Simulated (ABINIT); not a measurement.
The system is CuO.

```
Cu O
1.0
     3.42205    0.00000    0.00000
     0.00000    3.42205    0.00000
     0.00000    0.00000    4.26046
Cu O
2 2
Direct
  0.00000 0.50000 0.00000
  0.50000 0.00000 0.50000
  0.00000 0.00000 0.25000
  0.00000 0.00000 0.75000
```

Measurements of this composition are mostly on another form, of space group No. 15.

```yaml
Program: ABINIT 10.8.3 (patched build)
Task: single point
Functional: PBE
Potentials_or_basis: JTH PAW PBE v2.0
Cutoff: 707 eV
k_mesh: 8 × 8 × 6
Occupations: fermi-dirac, width 0.05 eV
Spin: no spin polarisation
```

On this cell: pressure -3.0 GPa; largest force under 0.003 eV/Å; band gap on the k mesh none (metal or under the smearing width).

The same run follows on a disturbed copy (atoms moved at random, drawn with an rms of 0.05 Å):

```
Cu O
1.0
     3.42205    0.00000    0.00000
     0.00000    3.42205    0.00000
     0.00000    0.00000    4.26046
Cu O
2 2
Direct
  0.00418 0.49336 0.98239
  0.50524 0.99072 0.50765
  0.99230 0.99619 0.25335
  0.99293 0.99792 0.74435
```

What does the disturbed cell give?

The energy (extrapolated to zero smearing) moves by +14.3 meV/atom; pressure -2.6 GPa; largest force 0.718 eV/Å; band gap on the k mesh none (metal or under the smearing width).

Forces in eV/Å, atoms in the order of the input:
```
Cu  -0.174  0.139  0.612
Cu  -0.506  0.090 -0.446
O    0.312 -0.100 -0.639
O    0.369 -0.129  0.473
```

Stress tensor (GPa, compression positive):
```
-14.14   0.05   0.25
  0.05 -14.72   0.16
  0.25   0.16  21.10
```

Caveats: the run has no spin polarisation, though such a crystal can be magnetic; semilocal functionals often make such compounds metallic where correlation or magnetic order opens a gap, which also shifts bond lengths.
